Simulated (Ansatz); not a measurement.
# Pb: the cost of one run

Program: Ansatz 0.2.0. Level of theory: DFT PBE, scalar-relativistic. These are calculated values, not measurements.

### 1 The system as given

It takes space group P6_3/mmc (No. 194, hexagonal). The conventional cell has a = 3.480 Å, b = 3.480 Å, c = 5.590 Å, α = 90.00°, β = 90.00°, γ = 120.00°. Around Pb (site symmetry -6m2) lie 12 Pb at 3.44 to 3.48 Å.

Coordinates:

```xyz
2
Lattice="3.4800 0.0000 0.0000 -1.7400 3.0138 0.0000 0.0000 0.0000 5.5900" Properties=species:S:1:pos:R:3 pbc="T T T"
Pb    0.0000    2.0092    1.3975
Pb    1.7400    1.0046    4.1925
```

Atoms are numbered in the order of the input: Pb1, Pb2.

### 2 The deformed structure

Space group P6_3/mmc before, P2_1/m after.

### 3 Full-potential LAPW

Contents of input.yaml:

```yaml
crystal:
  lattice:
    - [3.4800006906, 0.0, 0.0]
    - [-1.7400003453, 3.0137690032, 0.0]
    - [0.0, 0.0, 5.59]
  atoms:
    - { symbol: Pb, position: [0.3333333333, 0.6666666667, 0.25] }
    - { symbol: Pb, position: [0.7241379197, 0.3333333333, 0.75] }
kpoints:
  mp_grid: { grid: [14, 14, 8] }
scf:
  occupations: { method: fermi_dirac, width: 0.08 }
hamiltonian:
  xc: pbe
  pseudopotentials: { kind: all_electron, lapw: { basis_error: 0.0005 } }
output:
  forces: true
  stress: true
  eigenvalues: true
```

On the command line:

```bash
$ ansatz run input.yaml --threads 1 --pin off --max-ram 2048MiB --backend cpu --events-out ev --progress --plain --runs-dir out
```

What time and memory should one allow on 1 thread of Arm Neoverse V1, shared host?

About 3.3 min, with a peak of 1.5 GiB.
